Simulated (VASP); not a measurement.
# CsBr (Pm-3m) in VASP: notebook

The runs below take CsBr through single point, with PBE.

Program: VASP 6.6.1. These are calculated values, not measurements. Logs are shortened: lines on timing, memory, paths and dates and some standing lists are left out, and cuts for length are marked.

## Step 1: The structure

It takes space group Pm-3m (No. 221, cubic). Conventional cell: a = 4.286 Å, b = 4.286 Å, c = 4.286 Å, α = 90.00°, β = 90.00°, γ = 90.00°. Cs (site symmetry m-3m) has 8 Br at 3.71 Å as nearest neighbours. Br (site symmetry m-3m) is surrounded by 8 Cs at 3.71 Å.

## Step 2: Single point, PBE

Contents of INCAR:

```
ALGO = Fast
EDIFF = 1E-6
ENCUT = 520
GGA = PE
ISIF = 2
ISMEAR = 0
LASPH = T
LCHARG = F
LREAL = F
LWAVE = F
NBANDS = 15
NELM = 100
PREC = Accurate
SIGMA = 0.01
```

Contents of KPOINTS:

```
k-points
0
Gamma
  4 4 4
```

Contents of POSCAR:

```
CsBr
1.0
    4.2860000000      0.0000000000      0.0000000000
    0.0000000000      4.2860000000      0.0000000000
    0.0000000000      0.0000000000      4.2860000000
Cs Br
1 1
Direct
    0.0000000000      0.0000000000      0.0000000000
    0.5000000000      0.5000000000      0.5000000000
```

Potentials or basis: VASP PAW PBE potentials, release 64 (Cs_sv, Br).

Launch:

```
> cat potpaw_PBE.64/Cs_sv/POTCAR potpaw_PBE.64/Br/POTCAR > POTCAR
> mpirun -np 1 vasp_std > vasp.out
```

OUTCAR:

```text
EDIFF = 1E-6
   ENCUT = 520
   GGA = PE
   ISIF = 2
   ISMEAR = 0
   LASPH = T
   LREAL = F
   NELM = 100
   PREC = Accurate

 ion  position               nearest neighbor table
   1  0.000  0.000  0.000-
   2  0.500  0.500  0.500-

  LATTYP: Found a simple cubic cell.
 ALAT       =     4.2860000000

  Lattice vectors:

 A1 = (   4.2860000000,   0.0000000000,   0.0000000000)
 A2 = (   0.0000000000,   4.2860000000,   0.0000000000)
 A3 = (   0.0000000000,   0.0000000000,   4.2860000000)

Analysis of symmetry for initial positions (statically):
=====================================================================
 Subroutine PRICEL returns:
 Original cell was already a primitive cell.

 Routine SETGRP: Setting up the symmetry group for a
 simple cubic supercell.

 Subroutine GETGRP returns: Found 48 space group operations
 (whereof 48 operations were pure point group operations)
 out of a pool of 48 trial point group operations.

The static configuration has the point symmetry O_h .

Analysis of symmetry for dynamics (positions and initial velocities):
=====================================================================
 Subroutine PRICEL returns:
 Original cell was already a primitive cell.

 Routine SETGRP: Setting up the symmetry group for a
 simple cubic supercell.

 Subroutine GETGRP returns: Found 48 space group operations
 (whereof 48 operations were pure point group operations)
 out of a pool of 48 trial point group operations.

The dynamic configuration has the point symmetry O_h .

 Subroutine INISYM returns: Found 48 space group operations
 (whereof 48 operations are pure point group operations),
 and found     1 'primitive' translations

----------------------------------------------------------------------------------------

                                     Primitive cell

  volume of cell :      78.7329

  direct lattice vectors                    reciprocal lattice vectors
     4.286000000  0.000000000  0.000000000     0.233317779  0.000000000  0.000000000
     0.000000000  4.286000000  0.000000000     0.000000000  0.233317779  0.000000000
     0.000000000  0.000000000  4.286000000     0.000000000  0.000000000  0.233317779

  length of vectors
     4.286000000  4.286000000  4.286000000     0.233317779  0.233317779  0.233317779

  position of ions in fractional coordinates (direct lattice)
     0.000000000  0.000000000  0.000000000
     0.500000000  0.500000000  0.500000000

  ion indices of the primitive-cell ions
   primitive index   ion index
                 1           1
                 2           2

----------------------------------------------------------------------------------------

 KPOINTS: k-points

Automatic generation of k-mesh.
 Grid dimensions read from file:
 generate k-points for:    4    4    4

 Generating k-lattice:

  Cartesian coordinates                     Fractional coordinates (reciprocal lattice)
     0.058329445  0.000000000  0.000000000     0.250000000  0.000000000  0.000000000
     0.000000000  0.058329445  0.000000000     0.000000000  0.250000000  0.000000000
     0.000000000  0.000000000  0.058329445     0.000000000  0.000000000  0.250000000

  Length of vectors
     0.058329445  0.058329445  0.058329445

  Shift w.r.t. Gamma in fractional coordinates (k-lattice)
     0.000000000  0.000000000  0.000000000

 Subroutine IBZKPT returns following result:
 ===========================================

 Found     10 irreducible k-points:

 Following reciprocal coordinates:
            Coordinates               Weight
  0.000000  0.000000  0.000000      1.000000
  0.250000  0.000000  0.000000      6.000000
  0.500000  0.000000  0.000000      3.000000
  0.250000  0.250000  0.000000     12.000000
  0.500000  0.250000  0.000000     12.000000
  0.500000  0.500000  0.000000      3.000000
  0.250000  0.250000  0.250000      8.000000
  0.500000  0.250000  0.250000     12.000000
  0.500000  0.500000  0.250000      6.000000
  0.500000  0.500000  0.500000      1.000000
   k-points           NKPTS =     10   k-points in BZ     NKDIM =     10   number of bands    NBANDS=     15
   number of dos      NEDOS =    301   number of ions     NIONS =      2
   total plane-waves  NPLWV =  32768
   dimension x,y,z NGX =    32 NGY =   32 NGZ =   32
   dimension x,y,z NGXF=    64 NGYF=   64 NGZF=   64
   ions per type =               1   1
   NGX,Y,Z   is equivalent  to a cutoff of  12.41, 12.41, 12.41 a.u.
   NGXF,Y,Z  is equivalent  to a cutoff of  24.82, 24.82, 24.82 a.u.
 SYSTEM =  unknown system
   PREC   = accura    normal or accurate (medium, high low for compatibility)
   ISTART =      0    job   : 0-new  1-cont  2-samecut
   ICHARG =      2    charge: 1-file 2-atom 10-const
   ISPIN  =      1    spin polarized calculation?
   LNONCOLLINEAR =      F non collinear calculations
   LSORBIT =      F    spin-orbit coupling
   LASPH  =      T    aspherical Exc in radial PAW
   ENCUT  =  520.0 eV  38.22 Ry    6.18 a.u.   7.97  7.97  7.97*2*pi/ulx,y,z
   NELM   =    100;   NELMIN=  2; NELMDL= -5     # of ELM steps
   EDIFF  = 0.1E-05   stopping-criterion for ELM
   LREAL  =      F    real-space projection
   EDIFFG = 0.1E-04   stopping-criterion for IOM
   NSW    =      0    number of steps for IOM
   IBRION =     -1    ionic relax: 0-MD 1-quasi-New 2-CG
   NFREE  =      0    steps in history (QN), initial steepest desc. (CG)
   ISIF   =      2    stress and relaxation
   ISYM   =      2    0-nonsym 1-usesym 2-fastsym
   POTIM  = 0.5000    time-step for ionic-motion
   TEBEG  =    0.0;   TEEND  =   0.0 temperature during run
   PSTRESS=    0.0 pullay stress
   NELECT =      16.0000    total number of electrons
   NUPDOWN=      -1.0000    fix difference up-down
   EMIN   =  10.00;   EMAX   =-10.00  energy-range for DOS
   EFERMI =   0.00;   METHOD = LEGACY
   ISMEAR =     0;   SIGMA  =   0.01  broadening in eV -4-tet -1-fermi 0-gaus
   EFERMI_NEDOS =   21; number of points for ismear=-14 and -15
   IALGO  =     68    algorithm
   IMIX   =      4    mixing-type and parameters
     AMIX     =   0.40;   BMIX     =  1.00
     AMIX_MAG =   1.60;   BMIX_MAG =  1.00
  volume/ion in A,a.u.               =      39.37       265.66
  Fermi-wavevector in a.u.,A,eV,Ry     =   0.962489  1.818841 12.604247  0.926386
  Thomas-Fermi vector in A             =   2.091953
   LORBIT       =      0    0 simple, 1 ext, 2 COOP (PROOUT), +10 PAW based schemes
   GGA     = PE    functional components
   LHFCALC =     F    Hartree Fock is set to
   AEXX    =    0.0000 exact exchange contribution
   IVDW    =     0    specifies the selected vdW correction
   LEPSILON=     F    determine dielectric tensor
   LRPA    =     F    only Hartree local field effects (RPA)
 non-spin polarized calculation
 RMM-DIIS sequential band-by-band and
 Gauss-broadening in eV      SIGMA  =   0.01
  energy-cutoff  :      520.00
  volume of cell :       78.73
 maximum number of plane-waves:      2176
 NGX is ok and might be reduce to    32
   NGX = 15   NGY = 15   NGZ = 15

 number of electron      15.9999999 magnetization

 Free energy of the ion-electron system (eV)
  ---------------------------------------------------
  ext. energy  EPLUGINS =         0.00000000
  ---------------------------------------------------
  free energy    TOTEN  =        -6.00338494 eV

  energy without entropy =       -6.00338494  energy(sigma->0) =       -6.00338494

 E-fermi :  -0.2438     XC(G=0):  -8.0741

 val. band max:       -0.2974723600   @ k =   0.0000   0.0000   0.0000
 cond. band min:       4.2205950603   @ k =   0.0000   0.0000   0.0000
 fundamental gap:      4.5180674203
 Fermi energy:        -0.2438497170

 k-point     1 :       0.0000    0.0000    0.0000
  band No.  band energies     occupation
      1     -20.0754      2.00000
      2     -12.6646      2.00000
      3      -6.6683      2.00000
      4      -6.6683      2.00000
      5      -6.6683      2.00000
      6      -0.2975      2.00000
      7      -0.2975      2.00000
      8      -0.2975      2.00000
      9       4.2206      0.00000
     10       4.6162      0.00000
     11       4.6162      0.00000
     12       8.8257      0.00000
     13       8.8257      0.00000
     14       8.8257      0.00000
     15      11.7948      0.00000

 k-point     2 :       0.2500    0.0000    0.0000
  band No.  band energies     occupation
      1     -20.0486      2.00000
      2     -12.6725      2.00000
      3      -6.8719      2.00000
      4      -6.6158      2.00000
      5      -6.6158      2.00000
      6      -1.0526      2.00000
      7      -0.4014      2.00000
      8      -0.4014      2.00000
      9       5.0041      0.00000
     10       5.5263      0.00000
     11       5.8770      0.00000
     12       8.5939      0.00000
     13       8.5939      0.00000
     14       9.1285      0.00000
     15       9.5507      0.00000

 k-point     3 :       0.5000    0.0000    0.0000
  band No.  band energies     occupation
      1     -20.0215      2.00000
      2     -12.6828      2.00000
      3      -7.0499      2.00000
      4      -6.5616      2.00000
      5      -6.5616      2.00000
      6      -1.6246      2.00000
      7      -0.5100      2.00000
      8      -0.5100      2.00000
      9       5.6282      0.00000
     10       7.0103      0.00000
     11       7.4737      0.00000
     12       8.0313      0.00000
     13       8.5938      0.00000
     14       8.5938      0.00000
     15       9.5468      0.00000
[... 91 lines left out ...]
 k-point     9 :       0.5000    0.5000    0.2500
  band No.  band energies     occupation
      1     -19.9539      2.00000
      2     -12.5240      2.00000
      3      -7.1684      2.00000
      4      -7.1684      2.00000
      5      -6.7974      2.00000
      6      -1.1796      2.00000
      7      -1.1796      2.00000
      8      -0.9628      2.00000
      9       6.4180      0.00000
     10       6.5765      0.00000
     11       7.2818      0.00000
     12       7.2818      0.00000
     13      10.0462      0.00000
     14      10.0462      0.00000
     15      10.9612      0.00000

 k-point    10 :       0.5000    0.5000    0.5000
  band No.  band energies     occupation
      1     -19.9321      2.00000
      2     -12.4844      2.00000
      3      -7.0726      2.00000
      4      -7.0726      2.00000
      5      -7.0726      2.00000
      6      -1.4787      2.00000
      7      -1.4787      2.00000
      8      -1.4787      2.00000
      9       8.0296      0.00000
     10       8.0296      0.00000
     11       8.0296      0.00000
     12       8.8833      0.00000
     13       8.8833      0.00000
     14       8.8833      0.00000
     15      11.0511      0.00000

------------------------ aborting loop because EDIFF is reached ----------------------------------------

  FORCE on cell =-STRESS in cart. coord.  units (eV):
  Direction    XX          YY          ZZ          XY          YZ          ZX
  --------------------------------------------------------------------------------------
  -------------------------------------------------------------------------------------
  Total        0.5508732      0.5508732      0.5508732      0.0000000      0.0000000      0.0000000
  in kB       11.2100039     11.2100039     11.2100039      0.0000000      0.0000000      0.0000000
  external PRESSURE =      11.2100039 kB  Pullay stress =       0.0000000 kB

 VOLUME and BASIS-vectors are now :
 -----------------------------------------------------------------------------
  energy-cutoff  :      520.00
  volume of cell :       78.73
      direct lattice vectors                 reciprocal lattice vectors
     4.286000000  0.000000000  0.000000000     0.233317779  0.000000000  0.000000000
     0.000000000  4.286000000  0.000000000     0.000000000  0.233317779  0.000000000
     0.000000000  0.000000000  4.286000000     0.000000000  0.000000000  0.233317779

 POSITION                                       TOTAL-FORCE (eV/Angst)
 -----------------------------------------------------------------------------------
      0.00000      0.00000      0.00000         0.000000      0.000000      0.000000
      2.14300      2.14300      2.14300         0.000000      0.000000      0.000000
 -----------------------------------------------------------------------------------
    total drift:                                0.000000      0.000000     -0.000000

  FREE ENERGIE OF THE ION-ELECTRON SYSTEM (eV)
  ---------------------------------------------------
  free  energy   TOTEN  =        -6.0033849398 eV

  energy  without entropy=       -6.0033849398  energy(sigma->0) =       -6.00338494
```

Wall time 4.5 s (1 thread of Intel Xeon 6975P-C (Granite Rapids), shared host); peak memory 0.17 GiB.

Results:

- Free energy: -6.0034 eV
- Pressure: 1.1 GPa
- Band gap on the k mesh: 4.52 eV, direct

Caveat: spin-orbit coupling is left out, which moves the levels of the heavy elements.

## Step 3: Single point, PBE

Contents of INCAR:

```
  PREC = Accurate
  ENCUT = 520
  EDIFF = 1E-6
  ISMEAR = 0
  SIGMA = 0.01
  LREAL = False
  LASPH = True
  NELM = 100
  ALGO = Fast
  ISIF = 2
  LWAVE = False
  LCHARG = True
  GGA = PE
  LELF = True
  LVHAR = True
  NBANDS = 15
```

Contents of KPOINTS:

```
Automatic mesh
0
Gamma
  4 4 4
```

POSCAR is that of step 2.

Potentials or basis: VASP PAW PBE potentials, release 64 (Cs_sv, Br).

Launch:

```
> cat potpaw_PBE.64/Cs_sv/POTCAR potpaw_PBE.64/Br/POTCAR > POTCAR
> mpirun -np 1 vasp_std > vasp.out
```

It took 4.8 s on 1 thread of Intel Xeon 6975P-C (Granite Rapids), shared host; peak memory 0.17 GiB.

The run converged. Its results:

- Free energy: -6.0034 eV
- Pressure: 1.1 GPa
- Band gap on the k mesh: 4.52 eV, direct

Levels at points of the mesh, in eV from the valence-band top:
| k point | band 4 | band 5 | band 6 | band 7 | band 8 | band 9 | band 10 | band 11 | band 12 | band 13 |
| --- | --- | --- | --- | --- | --- | --- | --- | --- | --- | --- |
| (0.00, 0.00, 0.00) | -6.37 | -6.37 | 0.00 | 0.00 | 0.00 | 4.52 | 4.91 | 4.91 | 9.12 | 9.12 |
| (0.50, 0.00, 0.00) | -6.26 | -6.26 | -1.33 | -0.21 | -0.21 | 5.93 | 7.31 | 7.77 | 8.33 | 8.89 |
| (0.50, 0.50, 0.00) | -6.96 | -6.20 | -0.58 | -0.58 | 0.00 | 5.27 | 5.50 | 7.23 | 7.23 | 11.16 |
| (0.50, 0.50, 0.50) | -6.78 | -6.78 | -1.18 | -1.18 | -1.18 | 8.33 | 8.33 | 8.33 | 9.18 | 9.18 |

Caveat: spin-orbit coupling is left out, which moves the levels of the heavy elements. As with any semilocal functional, this PBE gap is likely too small.
